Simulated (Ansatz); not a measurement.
# Titanium, hcp under LDA: convergence with the Methfessel-Paxton smearing

Aim: find which Methfessel-Paxton smearing width is enough for energy and pressure. The geometry was relaxed under LDA beforehand and stays fixed; 7 values are run, from 0.01 to 1.0 eV. Wanted are the values from which on the energy stays within 10 and 1 meV/atom, and the pressure within 0.5 GPa, of the narrowest run. Within the series other settings stay, but some runs also write fields, which adds to their time. Spin polarisation is left out.

Method: DFT LDA, plane waves with PAW, scalar-relativistic, in Ansatz 0.2.0.

### Step 1. The starting structure

It takes space group P6_3/mmc (No. 194, hexagonal). Conventional cell: a = 2.864 Å, b = 2.864 Å, c = 4.540 Å, α = 90.00°, β = 90.00°, γ = 120.00°. Ti (site symmetry -6m2) is surrounded by 12 Ti at 2.81 to 2.86 Å.

As a file:

```cif
data_structure
_symmetry_space_group_name_H-M 'P 1'
_symmetry_Int_Tables_number 1
_cell_length_a 2.8639
_cell_length_b 2.8639
_cell_length_c 4.5400
_cell_angle_alpha 90.000
_cell_angle_beta 90.000
_cell_angle_gamma 120.000
_cell_volume 32.25
loop_
_atom_site_label
_atom_site_type_symbol
_atom_site_fract_x
_atom_site_fract_y
_atom_site_fract_z
_atom_site_occupancy
Ti1 Ti 0.33333 0.66667 0.25000 1
Ti2 Ti 0.66667 0.33333 0.75000 1
```

### Step 2. Run at 0.01 eV

The run at 0.01 eV.

The input, input.yaml:

```yaml
crystal:
  lattice:
    - [2.8638698861, 0.0, 0.0]
    - [-1.431934943, 2.4801840745, 0.0]
    - [0.0, 0.0, 4.5399943151]
  atoms:
    - { symbol: Ti, position: [0.3333333333, 0.6666666667, 0.25] }
    - { symbol: Ti, position: [0.6666666667, 0.3333333333, 0.75] }
hamiltonian:
  xc: lda
  pseudopotentials:
    kind: paw
    azcp:
      Ti: "pseudopotentials/Ti.paw.azcp"
basis:
  ecutwfc: 420
  fft_grid_basis: typed
kpoints:
  mp_grid: { grid: [13, 13, 7], shift: [0, 0, 0] }
magnetization:
  spin_polarized: false
scf:
  occupations: { method: methfessel_paxton, width: 0.01 }
  lower_state_search: "off"
output:
  stress: true
```

On the command line:

```sh
> ansatz run input.yaml --threads 2 --pin off --max-ram 5120MiB --backend cpu --events-out ev --progress --plain --runs-dir out
```

Log (excerpt; [...] marks lines left out):

```text
Warning: <dir> the record states the generating functional pbe (its physics header spells it `PBE`), which answers neither for hamiltonian.xc's functional nor for the lda family's — results may be inconsistent (PPs are generated against a specific XC)
Warning: RAYON_NUM_THREADS=2 ignored (pool sized by the plan → 2); use --threads N
[...]
Pseudopotentials: kind: paw
Pseudopotential: Ti, paw, valence charge 12, recommended cutoff 420 eV (normal), <dir>
Functional definition: SPW92
[...]
Crystal: 2 atoms, lattice volume = 32.247 Å³
Basis set: ecut = 420 eV, 615 PW (Γ)
Bands: 16, of which v1, the nominal top of the filled ones, is band 12 counted from 1 (11 counted from 0)
Symmetry: 24 space group operations
Space group: P63/mmc (ITA 194), of the structure as read, at distance tolerance 3.2e-5 Å
k-points: 84 of 1183
[...]
SCF iter   1: F=—  HF=-4900.602591 eV  |F-HF|=—  |Δ(HF+E_count)|=         —  Δρ=7.00e-3  dr2=6.76e-3  ethr=1.77e-3  ⟨swp⟩=4.2  Hψ=5450  notcnv=0
[...]
SCF iter   5: F=-4900.600460 eV  HF=-4900.600460 eV  |F-HF|=2.10e-9  |Δ(HF+E_count)|=   1.18e-7  S|Δr|=    0.00e0  Δρ=8.09e-6  dr2=6.35e-9  ethr=4.17e-10  ⟨swp⟩=4.0  Hψ=3993  notcnv=0
[...]
SCF converged after 5 iterations
Stability not checked: this state was not tested for a lower state beside it, because cold or Methfessel-Paxton smearing, or corrected tetrahedra, fill the levels in a way that the test cannot read (fill_not_monotonic; see scf.lower_state_search)
Free energy (F): -4900.600460 eV
[...]
E sigma→0 (E₀):  -4900.600475 eV
Entropy (-TS):   0.000061 eV (0.030 meV/atom)
Fermi energy:    14.312375 eV
Step filling:    the computed levels leave a gap of 0.0131 eV = 1.3 smearing widths at the electron count; against every level under it full and every level over it empty, smearing changes F+E_penalty+E_count by +0.027 meV and its σ→0 estimate by +0.012 meV
[...]
--- Stress (GPa, compression-positive) ---
       -0.445973       0.000000       0.000000
        0.000000      -0.445973      -0.000000
        0.000000      -0.000000       0.148830
  P = ⅓ Tr σ = -0.2477 GPa (-2.477 kbar)
```

It took 0.83 s on 2 threads of Arm Neoverse V2, shared host; peak memory 0.31 GiB.

### Step 3. Run at 0.03 eV

The run at 0.03 eV.

input.yaml, as its differences from that of step 2:

```diff
@@ -22,3 +22,3 @@
 scf:
-  occupations: { method: methfessel_paxton, width: 0.01 }
+  occupations: { method: methfessel_paxton, width: 0.03 }
   lower_state_search: "off"
@@ -26 +26,5 @@
   stress: true
+  write_density: true
+  write_potential: true
+  elf: true
+  volumetric_format: npy
```

On the command line:

```sh
> ansatz run input.yaml --threads 2 --pin off --max-ram 5120MiB --backend cpu --events-out ev --progress --plain --runs-dir out
```

Log (excerpt; [...] marks lines left out):

```text
Warning: <dir> the record states the generating functional pbe (its physics header spells it `PBE`), which answers neither for hamiltonian.xc's functional nor for the lda family's — results may be inconsistent (PPs are generated against a specific XC)
Warning: RAYON_NUM_THREADS=2 ignored (pool sized by the plan → 2); use --threads N
[...]
[... 3 set-up lines as earlier in the session ...]
[...]
Crystal: 2 atoms, lattice volume = 32.247 Å³
Basis set: ecut = 420 eV, 615 PW (Γ)
Bands: 16, of which v1, the nominal top of the filled ones, is band 12 counted from 1 (11 counted from 0)
[... 2 set-up lines as earlier in the session ...]
k-points: 84 of 1183
[...]
SCF iter   1: F=—  HF=-4900.602666 eV  |F-HF|=—  |Δ(HF+E_count)|=         —  Δρ=7.05e-3  dr2=7.00e-3  ethr=1.77e-3  ⟨swp⟩=4.2  Hψ=5415  notcnv=0
[...]
SCF converged after 5 iterations
Stability not checked: this state was not tested for a lower state beside it, because cold or Methfessel-Paxton smearing, or corrected tetrahedra, fill the levels in a way that the test cannot read (fill_not_monotonic; see scf.lower_state_search)
Free energy (F): -4900.600467 eV
[...]
E sigma→0 (E₀):  -4900.600416 eV
Entropy (-TS):   -0.000203 eV (-0.101 meV/atom)
Fermi energy:    14.309677 eV
Step filling:    the computed levels leave a gap of 0.0136 eV = 0.5 smearing widths at the electron count; against every level under it full and every level over it empty, smearing changes F+E_penalty+E_count by +0.023 meV and its σ→0 estimate by +0.074 meV
[...]
--- Stress (GPa, compression-positive) ---
       -0.400591      -0.000000       0.000000
        0.000000      -0.400591      -0.000000
        0.000000      -0.000000       0.211398
  P = ⅓ Tr σ = -0.1966 GPa (-1.966 kbar)
--- Band table (eV; the first three rows and the last of 84) ---
  k-point 0: bands = ["-41.8572", "-41.6627", "-18.8699", "-18.0406", "-18.0406", "-17.9435", "-17.9113", "-17.9113", "8.0025", "11.4086", "15.0553", "15.0553", "15.1903", "15.3494", "15.6113", "15.6113"]
[...]
```

Wall time 1.2 s (2 threads of Arm Neoverse V2, shared host); peak memory 0.31 GiB.

### Step 4. Run at 0.1 eV

The run at 0.1 eV.

input.yaml, as its differences from that of step 3:

```diff
@@ -22,3 +22,3 @@
 scf:
-  occupations: { method: methfessel_paxton, width: 0.03 }
+  occupations: { method: methfessel_paxton, width: 0.1 }
   lower_state_search: "off"
@@ -26,5 +26 @@
   stress: true
-  write_density: true
-  write_potential: true
-  elf: true
-  volumetric_format: npy
```

On the command line:

```sh
> ansatz run input.yaml --threads 2 --pin off --max-ram 5120MiB --backend cpu --events-out ev --progress --plain --runs-dir out
```

Log (excerpt; [...] marks lines left out):

```text
Warning: <dir> the record states the generating functional pbe (its physics header spells it `PBE`), which answers neither for hamiltonian.xc's functional nor for the lda family's — results may be inconsistent (PPs are generated against a specific XC)
Warning: RAYON_NUM_THREADS=2 ignored (pool sized by the plan → 2); use --threads N
[...]
[... 3 set-up lines as earlier in the session ...]
[...]
Crystal: 2 atoms, lattice volume = 32.247 Å³
Basis set: ecut = 420 eV, 615 PW (Γ)
Bands: 16, of which v1, the nominal top of the filled ones, is band 12 counted from 1 (11 counted from 0)
[... 2 set-up lines as earlier in the session ...]
k-points: 84 of 1183
[...]
SCF iter   1: F=—  HF=-4900.602976 eV  |F-HF|=—  |Δ(HF+E_count)|=         —  Δρ=7.05e-3  dr2=7.14e-3  ethr=1.77e-3  ⟨swp⟩=3.9  Hψ=5461  notcnv=0
[...]
SCF iter   5: F=-4900.600645 eV  HF=-4900.600645 eV  |F-HF|=1.07e-8  |Δ(HF+E_count)|=   2.31e-7  S|Δr|=    0.00e0  Δρ=6.66e-6  dr2=9.33e-9  ethr=4.17e-10  ⟨swp⟩=4.0  Hψ=4146  notcnv=0
[...]
SCF converged after 5 iterations
Stability not checked: this state was not tested for a lower state beside it, because cold or Methfessel-Paxton smearing, or corrected tetrahedra, fill the levels in a way that the test cannot read (fill_not_monotonic; see scf.lower_state_search)
Free energy (F): -4900.600645 eV
[...]
E sigma→0 (E₀):  -4900.600655 eV
Entropy (-TS):   0.000038 eV (0.019 meV/atom)
Fermi energy:    14.296559 eV
Step filling:    the computed levels leave a gap of 0.0143 eV = 0.1 smearing widths at the electron count; against every level under it full and every level over it empty, smearing changes F+E_penalty+E_count by -0.144 meV and its σ→0 estimate by -0.153 meV
[...]
--- Stress (GPa, compression-positive) ---
       -0.325871       0.000000       0.000000
        0.000000      -0.325871       0.000000
        0.000000       0.000000       0.241532
  P = ⅓ Tr σ = -0.1367 GPa (-1.367 kbar)
```

It took 0.84 s on 2 threads of Arm Neoverse V2, shared host; peak memory 0.31 GiB.

### Step 5. Run at 0.2 eV

The run at 0.2 eV.

input.yaml, as its differences from that of step 4:

```diff
@@ -22,3 +22,3 @@
 scf:
-  occupations: { method: methfessel_paxton, width: 0.1 }
+  occupations: { method: methfessel_paxton, width: 0.2 }
   lower_state_search: "off"
```

On the command line:

```sh
> ansatz run input.yaml --threads 2 --pin off --max-ram 5120MiB --backend cpu --events-out ev --progress --plain --runs-dir out
```

Log (excerpt; [...] marks lines left out):

```text
Warning: <dir> the record states the generating functional pbe (its physics header spells it `PBE`), which answers neither for hamiltonian.xc's functional nor for the lda family's — results may be inconsistent (PPs are generated against a specific XC)
Warning: RAYON_NUM_THREADS=2 ignored (pool sized by the plan → 2); use --threads N
[...]
[... 3 set-up lines as earlier in the session ...]
[...]
Crystal: 2 atoms, lattice volume = 32.247 Å³
Basis set: ecut = 420 eV, 615 PW (Γ)
Bands: 16, of which v1, the nominal top of the filled ones, is band 12 counted from 1 (11 counted from 0)
[... 2 set-up lines as earlier in the session ...]
k-points: 84 of 1183
[...]
SCF iter   1: F=—  HF=-4900.602534 eV  |F-HF|=—  |Δ(HF+E_count)|=         —  Δρ=7.07e-3  dr2=7.20e-3  ethr=1.77e-3  ⟨swp⟩=3.3  Hψ=4990  notcnv=0
[...]
SCF iter   5: F=-4900.600244 eV  HF=-4900.600244 eV  |F-HF|=8.54e-9  |Δ(HF+E_count)|=   1.64e-7  S|Δr|=    0.00e0  Δρ=6.53e-6  dr2=7.67e-9  ethr=4.17e-10  ⟨swp⟩=4.0  Hψ=4134  notcnv=0
[...]
SCF converged after 5 iterations
Stability not checked: this state was not tested for a lower state beside it, because cold or Methfessel-Paxton smearing, or corrected tetrahedra, fill the levels in a way that the test cannot read (fill_not_monotonic; see scf.lower_state_search)
Free energy (F): -4900.600244 eV
[...]
E sigma→0 (E₀):  -4900.600703 eV
Entropy (-TS):   0.001835 eV (0.917 meV/atom)
Fermi energy:    14.283926 eV
Step filling:    the computed levels leave a gap of 0.0140 eV = 0.1 smearing widths at the electron count; against every level under it full and every level over it empty, smearing changes F+E_penalty+E_count by +0.254 meV and its σ→0 estimate by -0.205 meV
[...]
--- Stress (GPa, compression-positive) ---
       -0.222147       0.000000       0.000000
        0.000000      -0.222147       0.000000
        0.000000       0.000000      -0.052594
  P = ⅓ Tr σ = -0.1656 GPa (-1.656 kbar)
```

Wall time 0.84 s (2 threads of Arm Neoverse V2, shared host); peak memory 0.31 GiB.

### Step 6. Run at 0.3 eV

The run at 0.3 eV.

input.yaml, as its differences from that of step 5:

```diff
@@ -22,3 +22,3 @@
 scf:
-  occupations: { method: methfessel_paxton, width: 0.2 }
+  occupations: { method: methfessel_paxton, width: 0.3 }
   lower_state_search: "off"
```

On the command line:

```sh
> ansatz run input.yaml --threads 2 --pin off --max-ram 5120MiB --backend cpu --events-out ev --progress --plain --runs-dir out
```

Log (excerpt; [...] marks lines left out):

```text
Warning: <dir> the record states the generating functional pbe (its physics header spells it `PBE`), which answers neither for hamiltonian.xc's functional nor for the lda family's — results may be inconsistent (PPs are generated against a specific XC)
Warning: RAYON_NUM_THREADS=2 ignored (pool sized by the plan → 2); use --threads N
[...]
[... 3 set-up lines as earlier in the session ...]
[...]
Crystal: 2 atoms, lattice volume = 32.247 Å³
Basis set: ecut = 420 eV, 615 PW (Γ)
Bands: 16, of which v1, the nominal top of the filled ones, is band 12 counted from 1 (11 counted from 0)
[... 2 set-up lines as earlier in the session ...]
k-points: 84 of 1183
[...]
SCF iter   1: F=—  HF=-4900.600679 eV  |F-HF|=—  |Δ(HF+E_count)|=         —  Δρ=6.98e-3  dr2=7.03e-3  ethr=1.77e-3  ⟨swp⟩=4.5  Hψ=11283  notcnv=0
[...]
SCF iter   5: F=-4900.598352 eV  HF=-4900.598352 eV  |F-HF|=5.21e-9  |Δ(HF+E_count)|=   4.22e-9  S|Δr|=    0.00e0  Δρ=6.74e-6  dr2=1.20e-8  ethr=4.17e-10  ⟨swp⟩=3.7  Hψ=4264  notcnv=0
[...]
SCF converged after 5 iterations
Stability not checked: this state was not tested for a lower state beside it, because cold or Methfessel-Paxton smearing, or corrected tetrahedra, fill the levels in a way that the test cannot read (fill_not_monotonic; see scf.lower_state_search)
Free energy (F): -4900.598352 eV
[...]
E sigma→0 (E₀):  -4900.600713 eV
Entropy (-TS):   0.009441 eV (4.720 meV/atom)
Fermi energy:    14.266943 eV
Step filling:    the computed levels leave a gap of 0.0142 eV = 0.0 smearing widths at the electron count; against every level under it full and every level over it empty, smearing changes F+E_penalty+E_count by +2.146 meV and its σ→0 estimate by -0.214 meV
[...]
--- Stress (GPa, compression-positive) ---
       -0.205818      -0.000000       0.000000
        0.000000      -0.205818      -0.000000
        0.000000       0.000000      -0.281667
  P = ⅓ Tr σ = -0.2311 GPa (-2.311 kbar)
```

Wall time 1.1 s (2 threads of Arm Neoverse V2, shared host); peak memory 0.32 GiB.

### Step 7. Run at 0.6 eV

The run at 0.6 eV.

input.yaml, as its differences from that of step 6:

```diff
@@ -22,3 +22,3 @@
 scf:
-  occupations: { method: methfessel_paxton, width: 0.3 }
+  occupations: { method: methfessel_paxton, width: 0.6 }
   lower_state_search: "off"
@@ -26 +26,5 @@
   stress: true
+  write_density: true
+  write_potential: true
+  elf: true
+  volumetric_format: npy
```

On the command line:

```sh
> ansatz run input.yaml --threads 2 --pin off --max-ram 5120MiB --backend cpu --events-out ev --progress --plain --runs-dir out
```

Log (excerpt; [...] marks lines left out):

```text
Warning: <dir> the record states the generating functional pbe (its physics header spells it `PBE`), which answers neither for hamiltonian.xc's functional nor for the lda family's — results may be inconsistent (PPs are generated against a specific XC)
Warning: RAYON_NUM_THREADS=2 ignored (pool sized by the plan → 2); use --threads N
band count auto-derived: 17 (N_el = 24.0; filled up to band 12; 16 by the electrons, moments and atoms)
[...]
[... 3 set-up lines as earlier in the session ...]
[...]
Crystal: 2 atoms, lattice volume = 32.247 Å³
Basis set: ecut = 420 eV, 615 PW (Γ)
Bands: 17, of which v1, the nominal top of the filled ones, is band 12 counted from 1 (11 counted from 0)
[... 2 set-up lines as earlier in the session ...]
k-points: 84 of 1183
[...]
SCF iter   1: F=—  HF=-4900.576561 eV  |F-HF|=—  |Δ(HF+E_count)|=         —  Δρ=6.42e-3  dr2=5.93e-3  ethr=1.77e-3  ⟨swp⟩=4.8  Hψ=11658  notcnv=0
[...]
SCF iter   5: F=-4900.574930 eV  HF=-4900.574930 eV  |F-HF|=3.08e-9  |Δ(HF+E_count)|=   7.93e-9  S|Δr|=    0.00e0  Δρ=5.65e-6  dr2=8.56e-9  ethr=4.17e-10  ⟨swp⟩=7.9  Hψ=8519  notcnv=0
[...]
SCF converged after 5 iterations
Stability not checked: this state was not tested for a lower state beside it, because cold or Methfessel-Paxton smearing, or corrected tetrahedra, fill the levels in a way that the test cannot read (fill_not_monotonic; see scf.lower_state_search)
Free energy (F): -4900.574930 eV
[...]
E sigma→0 (E₀):  -4900.591816 eV
Entropy (-TS):   0.067546 eV (33.773 meV/atom)
Fermi energy:    14.216996 eV
Step filling:    the computed levels leave a gap of 0.0189 eV = 0.0 smearing widths at the electron count; against every level under it full and every level over it empty, smearing changes F+E_penalty+E_count by +25.795 meV and its σ→0 estimate by +8.909 meV
[...]
--- Stress (GPa, compression-positive) ---
       -0.427073       0.000000       0.000000
        0.000000      -0.427073       0.000000
        0.000000       0.000000      -0.556407
  P = ⅓ Tr σ = -0.4702 GPa (-4.702 kbar)
--- Band table (eV; the first three rows and the last of 84) ---
[... band rows left out ...]
[...]
```

Run time: 1.6 s. Hardware: 2 threads of Arm Neoverse V2, shared host; peak memory 0.33 GiB.

### Step 8. Run at 1.0 eV

The run at 1.0 eV.

input.yaml, as its differences from that of step 7:

```diff
@@ -22,3 +22,3 @@
 scf:
-  occupations: { method: methfessel_paxton, width: 0.6 }
+  occupations: { method: methfessel_paxton, width: 1.0 }
   lower_state_search: "off"
@@ -26,5 +26 @@
   stress: true
-  write_density: true
-  write_potential: true
-  elf: true
-  volumetric_format: npy
```

On the command line:

```sh
> ansatz run input.yaml --threads 2 --pin off --max-ram 5120MiB --backend cpu --events-out ev --progress --plain --runs-dir out
```

Log (excerpt; [...] marks lines left out):

```text
Warning: <dir> the record states the generating functional pbe (its physics header spells it `PBE`), which answers neither for hamiltonian.xc's functional nor for the lda family's — results may be inconsistent (PPs are generated against a specific XC)
Warning: RAYON_NUM_THREADS=2 ignored (pool sized by the plan → 2); use --threads N
band count auto-derived: 18 (N_el = 24.0; filled up to band 12; 16 by the electrons, moments and atoms)
[...]
[... 3 set-up lines as earlier in the session ...]
[...]
Crystal: 2 atoms, lattice volume = 32.247 Å³
Basis set: ecut = 420 eV, 615 PW (Γ)
Bands: 18, of which v1, the nominal top of the filled ones, is band 12 counted from 1 (11 counted from 0)
[... 2 set-up lines as earlier in the session ...]
k-points: 84 of 1183
[...]
SCF iter   1: F=—  HF=-4900.534986 eV  |F-HF|=—  |Δ(HF+E_count)|=         —  Δρ=5.82e-3  dr2=4.98e-3  ethr=1.77e-3  ⟨swp⟩=5.0  Hψ=12322  notcnv=0
[...]
SCF iter   5: F=-4900.533897 eV  HF=-4900.533897 eV  |F-HF|=5.67e-9  |Δ(HF+E_count)|=   4.95e-8  S|Δr|=    0.00e0  Δρ=6.35e-6  dr2=8.32e-9  ethr=4.17e-10  ⟨swp⟩=3.3  Hψ=4805  notcnv=0
[...]
SCF converged after 5 iterations
Stability not checked: this state was not tested for a lower state beside it, because cold or Methfessel-Paxton smearing, or corrected tetrahedra, fill the levels in a way that the test cannot read (fill_not_monotonic; see scf.lower_state_search)
Free energy (F): -4900.533897 eV
[...]
E sigma→0 (E₀):  -4900.551220 eV
Entropy (-TS):   0.069290 eV (34.645 meV/atom)
Fermi energy:    14.195539 eV
Step filling:    the computed levels leave a gap of 0.0107 eV = 0.0 smearing widths at the electron count; against every level under it full and every level over it empty, smearing changes F+E_penalty+E_count by +68.255 meV and its σ→0 estimate by +50.933 meV
[...]
--- Stress (GPa, compression-positive) ---
       -0.676905       0.000000       0.000000
       -0.000000      -0.676905       0.000000
        0.000000       0.000000       0.222992
  P = ⅓ Tr σ = -0.3769 GPa (-3.769 kbar)
```

It took 1.2 s on 2 threads of Arm Neoverse V2, shared host; peak memory 0.32 GiB.

### Step 9. Convergence table

Differences are taken from the run at 0.01 eV.

```
smearing (eV)  F (meV/atom)  E(σ → 0) (meV/atom)  P (GPa)  SCF cycles  CPU time
         0.01          0.00                 0.00    -0.25           5     1.5 s
         0.03          0.00                 0.03    -0.20           5     2.2 s
          0.1         -0.09                -0.09    -0.14           5     1.5 s
          0.2          0.11                -0.11    -0.17           5     1.5 s
          0.3          1.05                -0.12    -0.23           5       2 s
          0.6         12.77                 4.33    -0.47           5       3 s
          1.0         33.28                24.63    -0.38           5     2.2 s
```

### Step 10. Summary of results

| quantity | value |
| --- | --- |
| E(σ → 0) stays within 10 meV/atom of 0.01 eV | up to 0.6 eV |
| E(σ → 0) stays within 1 meV/atom | up to 0.3 eV |
| pressure stays within 0.5 GPa | up to 1.0 eV |
| pressure at 0.01 eV | -0.25 GPa |
| energy of a separate run on a finer mesh (21×21×12) | -0.3 meV/atom from 0.01 eV |

In words: The far end, 1.0 eV, lies +24.6 meV/atom and -0.1 GPa from the yardstick. Over the range F shifts by +33.3 meV/atom, while E(σ → 0) shifts by +24.6. This scheme cancels the term in the square of the width, so F moves little up to 0.2 eV. The mesh (13×13×7) is fixed, so the narrowest widths carry a k-point error of their own. A run on a finer mesh agrees with the yardstick to 1 meV/atom. The cell taken over is 9 % smaller than the measured one (17.66 Å³/atom, COD), which weighs on all values here.
